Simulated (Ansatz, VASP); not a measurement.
Cu in VASP and in Ansatz

INCAR

```
SYSTEM = Cu
PREC = Accurate
ENCUT = 520
EDIFF = 1E-6
ISMEAR = -1
SIGMA = 0.08
LREAL = .False.
LASPH = .True.
NELM = 100
ALGO = Normal
ISIF = 2
LWAVE = .False.
LCHARG = .True.
GGA = PE
LELF = .True.
LVHAR = .True.
NBANDS = 18
```

The input KPOINTS:

```
regular mesh
0
Gamma
  13 13 13
  0 0 0
```

File POSCAR:

```
Cu
1.0
    0.0000000000      2.3766905394      2.3766905394
    2.3766905394      0.0000000000      2.3766905394
    2.3766905394      2.3766905394      0.0000000000
Cu
2
Direct
   -0.1250000000     -0.1250000000     -0.1250000000
    0.1250000000      0.1250000000      0.1250000000
```

Input for Ansatz:

```yaml
crystal:
  lattice:
    - [0.0, 2.3766905394, 2.3766905394]
    - [2.3766905394, 0.0, 2.3766905394]
    - [2.3766905394, 2.3766905394, 0.0]
  atoms:
    - { symbol: Cu, position: [-0.125, -0.125, -0.125] }
    - { symbol: Cu, position: [0.125, 0.125, 0.125] }
kpoints:
  mp_grid: { grid: [13, 13, 13] }
scf:
  occupations: { method: fermi_dirac, width: 0.08 }
hamiltonian:
  xc: pbe
  pseudopotentials: { kind: all_electron, lapw: { basis_error: 0.001 } }
output:
  forces: true
  stress: true
  eigenvalues: true
  populations: true
```

Change from the starting cell: volume scaled by 0.7, LAPW.

Alike in both runs: task single point; functional PBE; k mesh 13 × 13 × 13; occupations fermi-dirac, width 0.08 eV; no spin polarisation.

```csv
,VASP,Ansatz
version,VASP 6.6.1,Ansatz 0.2.0
potentials or method,"VASP PAW PBE potentials, release 64 (Cu)","all-electron LAPW, scalar-relativistic"
plane-wave cutoff (eV),520,see its input
```

```csv
,VASP,Ansatz,Ansatz less VASP
pressure (GPa),47.0,47.1,+0.09
```

Ansatz ran all-electron here, so the differences hold the error of VASP's frozen core and of both bases.

Caveats: so large a pressure means that the cell lies far from this level's equilibrium, or that cutoff or potentials fall short (VASP).
